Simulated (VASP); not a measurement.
## A VASP 6.6.1 single-point calculation on AgCl

INCAR

```
LASPH = .TRUE.
SIGMA = 0.01
ENCUT = 400
NBANDS = 16
NELM = 70
ISMEAR = 0
PREC = Accurate
IBRION = -1
GGA = CA
EDIFF = 1E-7
NSW = 0
LCHARG = .FALSE.
ISIF = 2
LREAL = .FALSE.
LWAVE = .FALSE.
```

KPOINTS

```
KPOINTS created by Atomic Simulation Environment
0
Gamma
12 12 12
0 0 0
```

POSCAR

```
Ag Cl
 1.0000000000000000
    -0.0000000000000000    2.9932461610011161    2.9932461610011161
     2.9932461610011161   -0.0000000000000000    2.9932461610011161
     2.9932461610011161    2.9932461610011161    0.0000000000000000
 Ag  Cl
   1   1
Cartesian
  0.0000000000000000  0.0000000000000000  0.0000000000000000
  1.4966230805005580  1.4966230805005580  1.4966230805005580
```

The recommended LDA PAW datasets give the neutral cell 18 valence electrons.

Command

```
mpirun -np 1 vasp_std
```

OSZICAR

```
N       E                     dE             d eps       ncg     rms          rms(c)
DAV:   1     0.820801739335E+02    0.82080E+02   -0.72066E+03  2408   0.785E+02
DAV:   2    -0.375942222941E+01   -0.85840E+02   -0.80350E+02  2832   0.192E+02
DAV:   3    -0.677303352450E+01   -0.30136E+01   -0.30065E+01  2912   0.378E+01
DAV:   4    -0.679778701235E+01   -0.24753E-01   -0.24751E-01  3008   0.369E+00
DAV:   5    -0.679819508536E+01   -0.40807E-03   -0.40807E-03  2864   0.463E-01    0.573E+00
DAV:   6    -0.664009555970E+01    0.15810E+00   -0.26180E-01  3208   0.679E+00    0.403E+00
DAV:   7    -0.663345632621E+01    0.66392E-02   -0.74858E-02  2792   0.175E+00    0.193E+00
DAV:   8    -0.663034136317E+01    0.31150E-02   -0.54858E-03  2808   0.639E-01    0.225E-01
DAV:   9    -0.663019878413E+01    0.14258E-03   -0.39024E-04  3120   0.295E-01    0.444E-02
DAV:  10    -0.663022357566E+01   -0.24792E-04   -0.70652E-05  2768   0.544E-02    0.179E-02
DAV:  11    -0.663022382190E+01   -0.24625E-06   -0.84703E-07  3112   0.101E-02    0.675E-03
DAV:  12    -0.663022394515E+01   -0.12325E-06   -0.36919E-07  2968   0.401E-03    0.341E-03
DAV:  13    -0.663022395286E+01   -0.77089E-08   -0.31281E-08  2400   0.241E-03
   1 F= -.66302240E+01 E0= -.66302240E+01  d E =-.138357E-27
```

From OUTCAR

```
k-points           NKPTS =     72   k-points in BZ     NKDIM =     72   number of bands    NBANDS=     16

   NELECT =      18.0000    total number of electrons

   dimension x,y,z NGX =    28 NGY =   28 NGZ =   28
   dimension x,y,z NGXF=    56 NGYF=   56 NGZF=   56

  energy-cutoff  :      400.00
  volume of cell :       53.64
      direct lattice vectors                 reciprocal lattice vectors
     0.000000000  2.993246161  2.993246161    -0.167042727  0.167042727  0.167042727
     2.993246161  0.000000000  2.993246161     0.167042727 -0.167042727  0.167042727
     2.993246161  2.993246161  0.000000000     0.167042727  0.167042727 -0.167042727

 k-points in reciprocal lattice and weights: KPOINTS created by Atomic Simulation Env
   0.00000000  0.00000000  0.00000000       0.001
   0.08333333  0.00000000  0.00000000       0.005
   0.16666667  0.00000000  0.00000000       0.005
   0.25000000  0.00000000  0.00000000       0.005
   0.33333333  0.00000000  0.00000000       0.005
   0.41666667  0.00000000  0.00000000       0.005
   0.50000000  0.00000000  0.00000000       0.002
   0.08333333  0.08333333  0.00000000       0.003
   ...

 E-fermi :   1.5591

 k-point     1 :       0.0000    0.0000    0.0000
  band No.  band energies     occupation
      1     -13.2706      2.00000
      2      -2.6525      2.00000
      3      -2.6525      2.00000
      4      -2.6525      2.00000
      5      -0.7103      2.00000
      6      -0.7103      2.00000
      7       1.4866      2.00000
      8       1.4866      2.00000
      9       1.4866      2.00000
     10       2.4521      0.00000
     11       9.3674      0.00000
     12       9.3674      0.00000
     13       9.3674      0.00000
     14      13.9444      0.00000
     15      14.0552      0.00000
     16      14.0552      0.00000

 k-point     2 :       0.0833    0.0000    0.0000
  band No.  band energies     occupation
      1     -13.2581      2.00000
      2      -2.6758      2.00000
      3      -2.6385      2.00000
      4      -2.6385      2.00000
      5      -0.7130      2.00000
      6      -0.7130      2.00000
      7       1.2539      2.00000
      8       1.4519      2.00000
      9       1.4519      2.00000
     10       2.7343      0.00000
     11       9.1188      0.00000
     12       9.4351      0.00000
     13       9.4351      0.00000
     14      13.6949      0.00000
     15      13.6949      0.00000
     16      14.2642      0.00000

 k-point     3 :       0.1667    0.0000    0.0000
  band No.  band energies     occupation
      1     -13.2237      2.00000
      2      -2.7284      2.00000
      3      -2.6007      2.00000
      4      -2.6007      2.00000
      5      -0.7164      2.00000
      6      -0.7164      2.00000
      7       0.8168      2.00000
      8       1.3547      2.00000
      9       1.3547      2.00000
     10       3.3011      0.00000
     11       8.6116      0.00000
     12       9.5961      0.00000
     13       9.5961      0.00000
     14      13.2577      0.00000
     15      13.2577      0.00000
     16      14.0389      0.00000

 ...

  Total       -1.3979527     -1.3979527     -1.3979527      0.0000000     -0.0000000      0.0000000
  in kB      -41.7585849    -41.7585849    -41.7585849      0.0000000     -0.0000000      0.0000000
  external PRESSURE =     -41.7585849 kB  Pullay stress =       0.0000000 kB

 POSITION                                       TOTAL-FORCE (eV/Angst)
 -----------------------------------------------------------------------------------
      0.00000      0.00000      0.00000         0.000000      0.000000      0.000000
      1.49662      1.49662      1.49662        -0.000000     -0.000000     -0.000000
 -----------------------------------------------------------------------------------
    total drift:                               -0.000000     -0.000000     -0.000000

  FREE ENERGIE OF THE ION-ELECTRON SYSTEM (eV)
  ---------------------------------------------------
  free  energy   TOTEN  =        -6.6302239529 eV

  energy  without entropy=       -6.6302239529  energy(sigma->0) =       -6.63022395
```

It converged. Results: gap between bands v and c on the k mesh 0.97 eV; least direct gap on the k mesh 0.97 eV; pressure -4.2 GPa. Band v is the last that the valence electrons fill when counted band by band, and c is the next.

For comparison, a separate LDA run of the intended cell, on usual settings and not on those above, gives a gap of 0.97 eV on its mesh and a pressure of -4.0 GPa.

The run above took about 35 s on one core of a shared host (Intel Xeon Platinum 8488C) and held 0.16 GiB at most.
